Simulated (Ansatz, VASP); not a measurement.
PbO2: VASP beside Ansatz

INCAR

```
SYSTEM = PbO2
  PREC = Accurate
  ENCUT = 520
  EDIFF = 1E-7
  ISMEAR = 0
  SIGMA = 0.1
  LREAL = .FALSE.
  LASPH = .TRUE.
  NELM = 150
  ALGO = Normal
  ISIF = 2
  LWAVE = .FALSE.
  LCHARG = .FALSE.
  ISPIN = 2
  MAGMOM = 0 0 0
  LORBIT = 11
  GGA = PE
  NBANDS = 24
```

The input KPOINTS:

```
regular mesh
0
G
  6 6 6
  0 0 0
```

Contents of POSCAR:

```
PbO2
1.0
    0.0000000000      2.7019920000      2.7019920000
    2.7019920000      0.0000000000      2.7019920000
    2.7019920000      2.7019920000      0.0000000000
Pb O
1 2
Direct
    0.0000000000      0.0000000000      0.0000000000
    0.2500000000      0.2500000000      0.2500000000
    0.7500000000      0.7500000000      0.7500000000
```

Input for Ansatz:

```yaml
crystal:
  lattice:
    - [0.0, 2.701992, 2.701992]
    - [2.701992, 0.0, 2.701992]
    - [2.701992, 2.701992, 0.0]
  atoms:
    - { symbol: Pb, position: [0.0, 0.0, 0.0] }
    - { symbol: O, position: [0.25, 0.25, 0.25] }
    - { symbol: O, position: [0.75, 0.75, 0.75] }
basis: {}
kpoints:
  mp_grid: { grid: [6, 6, 6] }
hamiltonian:
  xc: pbe
scf:
  occupations: { method: gaussian, width: 0.1 }
output:
  forces: true
  stress: true
  eigenvalues: true
magnetization:
  spin_polarized: true
```

Alike in both runs: task single point; functional PBE; k mesh 6 × 6 × 6; occupations gaussian, width 0.1 eV; collinear spin.

|  | VASP | Ansatz |
| --- | --- | --- |
| version | VASP 6.6.1 | Ansatz 0.2.0 |
| potentials or method | VASP PAW PBE potentials, release 64 (Pb_d, O) | scalar-relativistic, plane waves, PAW |
| plane-wave cutoff (eV) | 520 | 420 |
| valence electrons in the cell | 26 | 26 |

|  | VASP | Ansatz | Ansatz less VASP |
| --- | --- | --- | --- |
| gap on the k mesh at the Fermi level (eV) | none | none | - |
| pressure (GPa) | 0.2 | 0.0 | -0.20 |
| net moment per atom (μB) | 0.00 | 0.00 | 0.000 |

A gap of «none» marks a metal or a gap that the smearing closes. With one functional, cell and mesh, what is left measures potentials, basis and numerics. Ansatz warned: «no_starting_moments».

Spin-orbit coupling is left out, which matters for the levels of Pb.
